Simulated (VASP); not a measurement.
CdS: single point with PBE

The system is CdS.

```
CELL_PARAMETERS angstrom
0.00000 2.75324 2.75324
2.75324 0.00000 2.75324
2.75324 2.75324 0.00000
ATOMIC_POSITIONS crystal
Cd 0.00000 0.00000 0.00000
S 0.44552 0.51816 0.48184
```

The cell comes from a database or a generator and needn't be the stable form of this composition.

The cell isn't the ideal one: atom 2 (S) moved by (-0.200, -0.100) A along y and z.

```json
{"Program": "VASP 6.6.1", "Task": "single point", "Functional": "PBE", "Potentials or basis": "VASP PAW PBE potentials, release 64 (Cd, S)", "Cutoff": "520 eV", "k mesh": "10 × 10 × 10", "Occupations": "gaussian, width 0.03 eV", "Spin": "no spin polarisation", "Dipole correction": "no", "Further INCAR settings": "ALGO = Fast; EDIFF = 1e-06; NBANDS = 16"}
```

```yaml
Pressure: 1.3 GPa
Largest_force: 0.390 eV/Å
Band_gap_on_the_k_mesh: 0.35 eV, indirect (least direct gap 1.47 eV)
```

Forces in eV/Å, atoms in the order of the input:
```
Cd   0.000 -0.372 -0.118
S    0.000  0.372  0.118
```

Stress tensor (GPa, compression positive):
```
-0.27  0.00  0.00
 0.00  3.45 -0.28
 0.00 -0.28  0.61
```

Levels at points of the mesh, in eV from the valence-band top:
| k point | band 5 | band 6 | band 7 | band 8 | band 9 | band 10 | band 11 | band 12 | band 13 | band 14 |
| --- | --- | --- | --- | --- | --- | --- | --- | --- | --- | --- |
| (0.00, 0.00, 0.00) | -7.55 | -7.55 | -0.65 | -0.62 | -0.60 | 0.87 | 8.94 | 8.99 | 9.23 | 11.03 |
| (0.50, 0.00, 0.00) | -7.37 | -7.37 | -4.71 | -0.04 | -0.01 | 3.58 | 5.96 | 6.04 | 6.69 | 12.13 |
| (0.00, 0.50, 0.00) | -7.37 | -7.37 | -4.77 | -0.10 | -0.05 | 3.64 | 6.03 | 6.07 | 6.73 | 12.12 |
| (0.50, 0.50, 0.00) | -7.30 | -6.66 | -4.11 | -2.05 | -1.96 | 0.35 | 5.95 | 9.78 | 11.26 | 11.33 |
| (0.00, 0.50, 0.50) | -7.30 | -6.66 | -4.08 | -2.04 | -1.96 | 0.35 | 5.92 | 9.76 | 11.23 | 11.42 |
| (0.50, 0.00, 0.50) | -7.31 | -6.66 | -4.17 | -2.04 | -2.02 | 0.37 | 6.06 | 9.86 | 11.20 | 11.21 |

It took 110 s on 1 thread of AMD EPYC 9R45 (Zen 5) (shared host), peak memory 0.27 GiB.

A k mesh can miss the band edges.
